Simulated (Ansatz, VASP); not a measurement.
# Two plane-wave programs on Rh

```
CELL_PARAMETERS angstrom
0.00000 1.85911 1.85911
1.85911 0.00000 1.85911
1.85911 1.85911 0.00000
ATOMIC_POSITIONS crystal
Rh 0.00000 0.00000 0.00000
```

Alike in both runs: task single point; functional r2SCAN; k mesh 12 × 12 × 12; occupations fermi-dirac, width 0.05 eV; no spin polarisation.

```csv
,VASP,Ansatz
version,VASP 6.6.1,Ansatz 0.2.0
potentials or method,"VASP PAW PBE potentials, release 64 (Rh_pv)",Ansatz PAW
plane-wave cutoff (eV),520,500
valence electrons in the cell,15,17
```

VASP gave:

* gap on the k mesh at the Fermi level (eV): none
* pressure (GPa): 23.3

**Question.** What did Ansatz give for the same quantities?

**Answer.** gap on the k mesh at the Fermi level (eV): none; pressure (GPa): 21.6.

A gap of «none» marks a metal or a gap that the smearing closes. The two sets of potentials don't hold the same shells in valence.

Caveats: so large a pressure means that the cell lies far from this level's equilibrium, or that cutoff or potentials fall short (VASP); the potentials were made for another functional, which shifts forces and pressure (VASP); the PAW data sets come from PBE, with cores solved anew for the run's functional, which leaves a small shift of forces and pressure (Ansatz).
